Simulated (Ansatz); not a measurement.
# CdTe, one cell by several methods

```yaml
crystal:
  lattice:
    - [3.06529, -3.09461, 0.00000]
    - [3.06529, 3.09461, 0.00000]
    - [0.00000, 0.00000, 6.15156]
  atoms:
    - { symbol: Cd, position: [0.27703, 0.72297, 0.75000] }
    - { symbol: Cd, position: [0.72297, 0.27703, 0.25000] }
    - { symbol: Te, position: [0.76614, 0.23386, 0.75000] }
    - { symbol: Te, position: [0.23386, 0.76614, 0.25000] }
```

Atoms are numbered in the order listed.

Structure from Materials Project entry mp-1066480 (possibly hypothetical), not relaxed further. The listed cell was then made from it by scaling, straining or moving an atom.

Spin–orbit coupling is left out, though it moves levels of the heavy atoms by tenths of an eV or more.

Levels of theory: DFT, PBEsol, PAW with Ansatz's default frozen-core files, scalar-relativistic (Ansatz 0.2.0); DFT, PBEsol, all-electron LAPW, scalar-relativistic (Ansatz 0.2.0).

For PAW: a Γ-centred 9×9×6 k mesh, Fermi–Dirac smearing of 0.05 eV, cutoff 420 eV, no spin polarisation; the PAW files were made with PBE, and the program remakes their frozen cores for this functional. LAPW targets a basis error of 1 meV/atom. The Ansatz runs share mesh, smearing and spin set-up. Plane-wave (PAW) pressures include the program's estimate of the Pulay term.

Stress and pressure are positive in compression.

PAW results:

| quantity | PAW |
| --- | --- |
| pressure (GPa) | -3.61 |
| stress xx (GPa) | -3.57 |
| stress yy (GPa) | -3.62 |
| stress zz (GPa) | -3.64 |
| force on Cd1, y (eV/Å) | 0.038 |
| force on Te3, y (eV/Å) | 0.067 |

(1) What does full-potential LAPW give for the same quantities?

## Answers

(1) 
```json
{"quantity": "pressure (GPa)", "LAPW": "-3.60"}
{"quantity": "stress xx (GPa)", "LAPW": "-3.56"}
{"quantity": "stress yy (GPa)", "LAPW": "-3.61"}
{"quantity": "stress zz (GPa)", "LAPW": "-3.62"}
{"quantity": "force on Cd1, y (eV/Å)", "LAPW": "0.038"}
{"quantity": "force on Te3, y (eV/Å)", "LAPW": "0.067"}
```
